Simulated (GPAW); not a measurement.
# BaTiO3 (Barioperovskite) (Amm2) in GPAW: single point with PBE

Aim: the single point of BaTiO3 (Barioperovskite) with PBE.

Everything below comes from runs of GPAW 26.7.0. Logs are shortened: lines on timing, memory, paths and dates and some standing lists are left out, and cuts for length are marked. The log counts tension as positive stress, the text compression.

## (1) Starting point

It takes space group Amm2 (No. 38, orthorhombic). The conventional cell has a = 3.986 Å, b = 5.674 Å, c = 5.690 Å, α = 90.00°, β = 90.00°, γ = 90.00°. Ba (site symmetry mm2) is surrounded by 12 O at 2.77 to 2.92 Å. Ti (site symmetry mm2) is surrounded by 6 O at 1.93 to 2.09 Å. O (site symmetry m) is surrounded by 2 Ti at 1.93 to 2.09 Å. O (site symmetry mm2) has 2 Ti at 2.00 Å as nearest neighbours.

## (2) Single point, PBE

run.py

```python
from ase.dft.bandgap import bandgap
from ase.io import read, write
from ase.units import GPa
from gpaw import GPAW, PW

atoms = read('POSCAR')

calc = GPAW(mode=PW(600),
            xc='PBE',
            kpts={'size': (6, 6, 6), 'gamma': True},
            occupations={'name': 'fermi-dirac', 'width': 0.05},
            nbands=36,
            maxiter=120,
            txt='gpaw.txt')
atoms.calc = calc
energy = atoms.get_potential_energy()
forces = atoms.get_forces()
stress = atoms.get_stress()
calc.write('gs.gpw')
write('result.traj', atoms)
print(f'Energy: {energy:.6f} eV')
print('Forces (eV/A):')
print(forces.round(4))
print('Stress (GPa):', (stress / GPa).round(3))
print('Fermi level:', round(calc.get_fermi_level(), 4), 'eV')
print(f'Gap: {bandgap(calc)[0]:.4f} eV, direct: {bandgap(calc, direct=True)[0]:.4f} eV')
```

POSCAR

```
BaTiO3
1.0
    3.9855000000      0.0000000000      0.0000000000
    0.0000000000      2.8369000000      2.8451500000
    0.0000000000     -2.8369000000      2.8451500000
Ba Ti O
1 1 3
Direct
    0.0000000000      0.0000000000      0.0000000000
    0.5000000000      0.5124000000      0.5124000000
    0.5000000000      0.9918400000      0.5052400000
    0.5000000000      0.5052400000      0.9918400000
    0.0000000000      0.4874000000      0.4874000000
```

Potentials or basis: GPAW PAW data sets (gpaw-data 1.2.1), pw.

Run with:

```console
$ OMP_NUM_THREADS=1 python run.py
```

gpaw.txt:

```text
__  _  _
 | _ |_)|_||  |
 |__||  | ||/\| - 26.7.0

Input parameters:
  mode=PW(ecut=600.0),
  kpts=MonkhorstPack(size=(6, 6, 6), gamma=True),
  maxiter=120,
  nbands=36,
  occupations=Occupations(name='fermi-dirac', width=0.05),
  xc=XC(name='PBE')

Diagonalizing LCAO Hamiltonian
Converting LCAO to pw mode

              O
            O
        O    Ti

        Ba

Atoms  # Å, Bohr magnetons
|   | symbol |        x |         y |        z |    initial magnetic moments |
|---|--------|----------|-----------|----------|-----------------------------|
| 0 |     Ba | 0.000000 |  0.000000 | 0.000000 | ( 0.0000,  0.0000,  0.0000) |
| 1 |     Ti | 1.992750 |  0.000000 | 2.915710 | ( 0.0000,  0.0000,  0.0000) |
| 2 |      O | 1.992750 |  1.380436 | 4.259417 | ( 0.0000,  0.0000,  0.0000) |
| 3 |      O | 1.992750 | -1.380436 | 4.259417 | ( 0.0000,  0.0000,  0.0000) |
| 4 |      O | 0.000000 | -0.000000 | 2.773452 | ( 0.0000,  0.0000,  0.0000) |

Unit cell  # Å
| periodic |        x |         y |        z |  lengths |    angles |
|----------|----------|-----------|----------|----------|-----------|
|      yes | 3.985500 |  0.000000 | 0.000000 | 3.985500 | 89.833620 |
|      yes | 0.000000 |  2.836900 | 2.845150 | 4.017820 | 90.000000 |
|      yes | 0.000000 | -2.836900 | 2.845150 | 4.017820 | 90.000000 |

Number of symmetries: 4
Symmetry operations  # r_c * U_cc + t_c -> r_c
|   | kind |            matrix            |
|---|------|------------------------------|
| 0 |  E   |  1, 0, 0,  0, 1, 0,  0, 0, 1 |
| 1 |  σ   |  1, 0, 0,  0, 0, 1,  0, 1, 0 |
| 2 |  σ   | -1, 0, 0,  0, 1, 0,  0, 0, 1 |
| 3 |  C2  | -1, 0, 0,  0, 0, 1,  0, 1, 0 |

BZ-sampling:
  Number of BZ points: 216
  Number of IBZ points: 52

  Monkhorst-Pack size: [6, 6, 6]
  Monkhorst-Pack shift: [0.08333333333333333, 0.08333333333333333, 0.08333333333333333]

K-points  # in reciprocal-cell coordinates
|     |                                coordinates |     weight |
|-----|--------------------------------------------|------------|
|   0 | (  0.00000000,   0.00000000,   0.00000000) | 0.00462963 |
|   1 | (  0.00000000,   0.16666667,  -0.16666667) | 0.00925926 |
|   2 | (  0.00000000,   0.16666667,   0.00000000) | 0.01851852 |
|   3 | (  0.00000000,   0.16666667,   0.16666667) | 0.00925926 |
|   4 | (  0.00000000,   0.33333333,  -0.33333333) | 0.00925926 |
|   5 | (  0.00000000,   0.33333333,  -0.16666667) | 0.01851852 |
|   6 | (  0.00000000,   0.33333333,   0.00000000) | 0.01851852 |
|   7 | (  0.00000000,   0.33333333,   0.16666667) | 0.01851852 |
|   8 | (  0.00000000,   0.33333333,   0.33333333) | 0.00925926 |
|   9 | (  0.00000000,   0.50000000,   0.00000000) | 0.00925926 |
| ... |                                            |            |
|  51 | (  0.50000000,   0.50000000,   0.50000000) | 0.00462963 |

Plane wave coefficients: 2176
Cutoff: 600.0 eV

Spin-components: 1 (collinear spins)
Bands:           36
Projectors:      27
Spin-degeneracy: 2
Datatype:        complex128

Parallelization:
  kpt:    1
  domain: 1
  band:   1

Density:
  Valence electrons: 40.0
  Components: 1
  Grid points: [24 24 24]
  Charge: 0.0  # |e|

Potential:
  Grid points: [24 24 24]

species:
  Ba:
    name:    Barium
    Z:       56.0
    valence: 10
    core:    46
    charge:  0.0  # [|e|]
    compensation charges:
      type: gauss
      rc: 0.37  # [Å]
      lmax: 2
    cutoffs:
      filter: 2.06  # [Å]
      core: 2.33  # [Å]
    projectors
    | kind |    occ | energy [eV] | rcut [Å] |
    |------|--------|-------------|----------|
    |   5s |  2.000 |     -33.644 |    1.164 |
    |   6s |  2.000 |      -3.229 |    1.164 |
    |   5p |  6.000 |     -18.744 |    1.164 |
    |    p |        |       0.000 |    1.164 |
    |    d |        |       0.000 |    1.164 |
    |    d |        |      27.211 |    1.164 |

    Using partial waves for Ba as LCAO basis

  Ti:
    name:    Titanium
    Z:       22.0
    valence: 12
    core:    10
    charge:  0.0  # [|e|]
    compensation charges:
      type: gauss
      rc: 0.38  # [Å]
      lmax: 2
    cutoffs:
      filter: 2.23  # [Å]
      core: 1.02  # [Å]
    projectors
    | kind |    occ | energy [eV] | rcut [Å] |
    |------|--------|-------------|----------|
    |   3s |  2.000 |     -62.623 |    1.270 |
    |   4s |  2.000 |      -4.466 |    1.270 |
    |   3p |  6.000 |     -38.862 |    1.058 |
    |   4p |  0.000 |      -1.466 |    1.058 |
    |   3d |  2.000 |      -4.258 |    1.058 |
    |    d |        |      22.953 |    1.058 |

    Using partial waves for Ti as LCAO basis

  O:
    name:    Oxygen
    Z:       8.0
    valence: 6
    core:    2
    charge:  0.0  # [|e|]
    compensation charges:
      type: gauss
      rc: 0.21  # [Å]
      lmax: 2
    cutoffs:
      filter: 1.17  # [Å]
      core: 0.83  # [Å]
    projectors
    | kind |    occ | energy [eV] | rcut [Å] |
    |------|--------|-------------|----------|
    |   2s |  2.000 |     -23.961 |    0.688 |
    |   2p |  4.000 |      -9.029 |    0.598 |
    |    s |        |       3.251 |    0.688 |
    |    p |        |      18.182 |    0.598 |
    |    d |        |       0.000 |    0.619 |

    Using partial waves for O as LCAO basis

Reference energy: -250624.413696  # eV

eigensolver:
  PPCG
  Converge bands: occupied
  niter=2

density mixing:
  MSR1-Mixer
  Pratt-step length: 0.05
  Maximum mixing coefficient: 0.75
  Old densities: 10
  SVD Regularization: 0.005
  Good broyden scale: 1.0
  Trust region scale: 1.0
  Backstep threshold: 4.0
  History deletion threshold: 6.0
  Fourier metric: weight=20.0, sigma=0.015

occupation numbers:
  Fermi-Dirac:
    width: 0.0500  # eV

poisson solver:
  ecut: 4800.0  # eV

xc functional:
  name: PBE with 2 nearest neighbor stencil

convergence criteria:
- Maximum [total energy] change in last 3 cyles: 0.0005 eV / valence electron
- Maximum integral of absolute [dens]ity change: 0.0001 electrons / valence electron
- Maximum integral of absolute [eigenst]ate change: 4e-08 eV^2 / valence electron
maximum number of iterations: 120

SCF iterations
|iter     | |      energy | eigst |  dens |
|---------|-|-------------|-------|-------|
|iter:   1| |  -44.510059 | +0.09 |       |
|iter:   2| |  -42.806166 | -1.58 | -0.87 |
|iter:   3| |  -39.462468 | -0.96 | -0.94 |
|iter:   4| |  -39.260988 | -2.16 | -1.45 |
|iter:   5| |  -39.225755 | -2.84 | -1.62 |
|iter:   6| |  -39.231720 | -3.48 | -1.96 |
|iter:   7| |  -39.232018c| -4.63 | -2.74 |
|iter:   8| |  -39.231926c| -5.13 | -3.02 |
|iter:   9| |  -39.231935c| -6.31 | -3.49 |
|iter:  10| |  -39.231936c| -7.41c| -3.97 |
|iter:  11| |  -39.231936c| -8.02c| -4.98c|

Converged in 11 steps
Energy contributions relative to reference atoms: (reference = -250624.413696)

Energy contributions:
  Kinetic:          43.116822
  Coulomb:         -45.210800
  Zero:              0.575926
  External:          0.000000
  Xc:              -37.713884
  Entropy:          -0.000000
  Spinorbit:         0.000000
  ----------------------------
  Free energy:     -39.231936
  Extrapolated:    -39.231936

dipole moment: (-35.303424, 0.000000, -19.467775)  # |e|*Ang

Fermi level: 8.599
Eigenvalues  # (at kpt = [0.000, 0.000, 0.000])
| band index |      eig [eV] | occ [0-2] |
|------------|---------------|-----------|
|          0 |       -48.876 |     2.000 |
|        ... |               |           |
|         12 |         5.351 |     2.000 |
|         13 |         5.351 |     2.000 |
|         14 |         6.429 |     2.000 |
|         15 |         6.483 |     2.000 |
|         16 |         6.539 |     2.000 |
|         17 |         7.290 |     2.000 |
[... 8 lines left out ...]
|         26 |        12.760 |     0.000 |
|         27 |        14.993 |     0.000 |
|        ... |               |           |
|         35 |        27.328 |     0.000 |

Gap: 1.891 eV
Transition (v -> c):
  (s=0, k=51, n=19, [0.50, 0.50, 0.50]) -> (s=0, k=0, n=20, [0.00, 0.00, 0.00])
Direct/indirect transitions are different
Direct gap: 2.086 eV
Transition at: (s=0, k=0, n=19, [0.00, 0.00, 0.00])

Forces  # eV/Ang
|       x |        y |        z |
|---------|----------|----------|
| 0.00000 | -0.00000 |  0.15644 |  # Ba   0
| 0.00000 |  0.00000 |  0.12216 |  # Ti   1
| 0.00000 |  0.04176 | -0.24551 |  # O    2
| 0.00000 | -0.04176 | -0.24551 |  # O    3
| 0.00000 |  0.00000 |  0.21062 |  # O    4

Stress tensor  # eV/Ang^3
|        x |        y |        z |
|----------|----------|----------|
| 0.003384 | 0.000000 | 0.000000 |
| 0.000000 | 0.002607 | 0.000000 |
| 0.000000 | 0.000000 | 0.006581 |

# Writing to gs.gpw (mode='')
```

Run time: 82 s. Hardware: 1 thread of Arm Neoverse V1, shared host; peak memory 0.27 GiB.

What came out:

| Quantity | Value |
| --- | --- |
| Free energy | -39.2319 eV |
| Pressure | -0.7 GPa |
| Largest force | 0.249 eV/Å |
| Band gap on the k mesh | 1.89 eV, indirect (least direct gap 2.09 eV) |

Forces on the atoms (eV/Å):
```
Ba   0.000  0.000  0.156
Ti   0.000  0.000  0.122
O    0.000  0.042 -0.246
O    0.000 -0.042 -0.246
O    0.000  0.000  0.211
```

Caveat: the cutoff is short for stress and forces, so pressures can be off by a GPa or more; spin-orbit coupling is left out, which moves the levels of the heavy elements. As with any semilocal functional, this PBE gap is likely too small.
